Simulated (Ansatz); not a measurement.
A run of Ansatz 0.2.0 is set up as follows.

The input input.yaml:

```yaml
crystal:
  lattice:
    - [4.97558882, 0.0, 0.0]
    - [0.0, 4.97558882, 0.0]
    - [0.0, 0.0, 6.90088944]
  atoms:
    - { symbol: Si, position: [0.80324656, 0.80324656, 0.5] }
    - { symbol: Si, position: [0.69675344, 0.30324656, 0.25] }
    - { symbol: Si, position: [0.30324656, 0.69675344, 0.75] }
    - { symbol: Si, position: [0.19675344, 0.19675344, 0.0] }
    - { symbol: O, position: [0.76175763, 0.11038707, 0.43204156] }
    - { symbol: O, position: [0.88961293, 0.23824237, 0.06795844] }
    - { symbol: O, position: [0.11038707, 0.76175763, 0.56795844] }
    - { symbol: O, position: [0.26175763, 0.38961293, 0.81795844] }
    - { symbol: O, position: [0.23824237, 0.88961293, 0.93204156] }
    - { symbol: O, position: [0.73824237, 0.61038707, 0.31795844] }
    - { symbol: O, position: [0.38961293, 0.26175763, 0.18204156] }
    - { symbol: O, position: [0.61038707, 0.73824237, 0.68204156] }
hamiltonian:
  xc: pbe
  pseudopotentials: { kind: paw }
kpoints:
  mp_grid: { grid: [6, 6, 4] }
scf:
  occupations: { method: fermi_dirac, width: 0.05 }
output:
  forces: true
  stress: true
  eigenvalues: true
  write_density: true
  write_potential: true
  elf: true
  volumetric_format: npy
relax:
  f_tol: 0.01
  max_steps: 40
  cell: { stress_tol: 0.05 }
```

Potentials or basis: Ansatz PAW.

Run with:

```console
$ ansatz run input.yaml --threads 4 --pin off --max-ram 11264MiB --backend cpu --events-out ev --progress --plain --runs-dir out
```

Question: Predict the space group after relaxing (to 0.05 Å).

Answer: P4_32_12 (No. 96).

Question: What does it give for the relaxed cell?

Answer: a = 5.083 Å, b = 5.083 Å, c = 7.098 Å, α = 90.00°, β = 90.00°, γ = 90.00°.

Question: What does it give for the band gap on the k mesh?

Answer: 5.51 eV, direct.

Question: Estimate the relaxed volume.

Answer: 15.28 Å³/atom.

Step by step:
```tsv
step	energy change (eV)	largest force (eV/Å)	volume (Å³)
1	0.0000	0.2777	170.84
2	-0.0440	0.1277	173.85
3	-0.0534	0.0332	177.47
4	-0.0523	0.0121	178.33
5	-0.0500	0.0015	179.23
6	-0.0865	0.0015	179.23
7	-0.0813	0.0049	181.98
8	-0.0786	0.0118	182.74
9	-0.0782	0.0006	182.96
10	-0.0917	0.0006	182.96
11	-0.0904	0.0006	183.40
12	-0.0915	0.0006	183.40
```

Caveat: the plane-wave basis is chosen anew once the cell has moved, so the energies of steps on either side of that aren't comparable; the pressure holds a Pulay correction of +0.5 GPa for the finite cutoff. A k mesh can miss the band edges.
